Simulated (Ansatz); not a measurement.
ZnS (P6_3mc) from a database structure, relaxed with r2SCAN. Space group P6_3mc (No. 186), hexagonal; conventional cell a = 3.808 Å, c = 12.466 Å, 19.56 Å³ an atom. Zn is surrounded by 4 S at 2.33–2.34 Å; Zn is surrounded by 4 S at 2.33 Å; S is surrounded by 4 Zn at 2.33–2.34 Å; S is surrounded by 4 Zn at 2.33 Å.

```cif
data_structure
_symmetry_space_group_name_H-M 'P6_3mc'
_symmetry_Int_Tables_number 186
_cell_length_a 3.8076
_cell_length_b 3.8076
_cell_length_c 12.4659
_cell_angle_alpha 90.000
_cell_angle_beta 90.000
_cell_angle_gamma 120.000
_cell_volume 156.52
loop_
_atom_site_label
_atom_site_type_symbol
_atom_site_symmetry_multiplicity
_atom_site_Wyckoff_symbol
_atom_site_fract_x
_atom_site_fract_y
_atom_site_fract_z
_atom_site_occupancy
Zn1 Zn 2 b 0.66667 0.33333 0.75007 1
Zn2 Zn 2 a 0.00000 0.00000 0.50010 1
S1 S 2 b 0.66667 0.33333 0.93759 1
S2 S 2 a 0.00000 0.00000 0.68724 1
```

4 runs of the plane-wave code Ansatz on this cell differ in the functional (and in the settings that go with it). Levels are in eV from each run's valence top; v1 is the last filled band, c1 the first empty one.

Run A, mean stress 0.0 GPa (compression positive):
```tsv
point	v5	v3	v1	c1	c2	c3
Γ	-0.48	-0.04	0.00	2.74	3.71	3.94
M	-1.67	-1.64	-0.91	3.74	3.75	4.17
K	-2.56	-1.83	-1.39	5.01	5.29	5.29
```

Run B, mean stress +1.4 GPa (compression positive):
```tsv
point	v5	v3	v1	c1	c2	c3
Γ	-0.50	-0.04	0.00	4.08	5.16	5.38
M	-1.74	-1.72	-0.95	5.13	5.16	5.63
K	-2.74	-1.91	-1.43	6.50	6.77	6.77
```

Run C, mean stress +2.3 GPa (compression positive):
```tsv
point	v5	v3	v1	c1	c2	c3
Γ	-0.47	-0.04	0.00	2.18	3.21	3.41
M	-1.62	-1.60	-0.89	3.31	3.36	3.76
K	-2.51	-1.78	-1.35	4.52	4.91	4.91
```

Run D, mean stress -4.0 GPa (compression positive):
```tsv
point	v5	v3	v1	c1	c2	c3
Γ	-0.47	-0.04	0.00	1.93	2.99	3.20
M	-1.65	-1.62	-0.90	3.10	3.14	3.56
K	-2.56	-1.81	-1.36	4.34	4.74	4.74
```

Problem. Match the runs to LDA, PBE, r2SCAN, PBE0.

Solution. A is r2SCAN, B is PBE0, C is PBE, D is LDA. In order of the gap: LDA 1.93, PBE 2.18, r2SCAN 2.74, PBE0 4.08 eV. The stress vanishes for r2SCAN, which relaxed the cell.

Calculated for a static, non-magnetic cell.

The program warns that its thresholds are loose for a hybrid's stress.

The meshes of the hybrids are coarse, so their gaps aren't converged to the digits shown.
